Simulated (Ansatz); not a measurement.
## Sr under changes of volume

One of the cells (57.751 Å³/atom); the others are scaled copies at fixed shape and fractional positions:

```
Sr
1.0
    -2.43500    2.43500    2.43500
     2.43500   -2.43500    2.43500
     2.43500    2.43500   -2.43500
Sr
1
Cartesian
  0.0000 0.0000 0.0000
```

This isn't the form of Sr at room conditions, which is fcc.

| Item | Value |
| --- | --- |
| Program | Ansatz 0.2.0 |
| Functional | PBE |
| Potentials or basis | Ansatz PAW |
| Cutoff | 420 eV (not typed: the program's choice for these potentials) |
| k mesh | 8 × 8 × 8 |
| Occupations | fermi-dirac, width 0.05 eV |
| Spin | no spin polarisation |

```csv
volume (Å³/atom),energy over the lowest point (meV/atom),pressure (GPa)
54.286,0.00,-0.1
55.441,1.59,-0.3
56.596,4.86,-0.5
57.751,9.60,-0.7
58.906,15.63,-0.9
60.061,22.79,-1.0
61.216,?,?
```

What does the run at 61.216 Å³/atom give?

Energy over the lowest point 30.93 meV/atom; pressure -1.2 GPa.

Worked out: A Birch-Murnaghan fit of order 3 (a polynomial in V^(-2/3)) to the other rows has its minimum at 53.89 Å³/atom, just outside them, with B0 = V·E''(V) = 12.9 GPa and B' = 5.1. It gives 30.94 meV/atom at 61.216 Å³/atom, against the run's 30.93, and -dE/dV = -1.2 GPa, against -1.2.

Energies are extrapolated to zero smearing.

Caveats: the cell was measured hot, at 901 K.
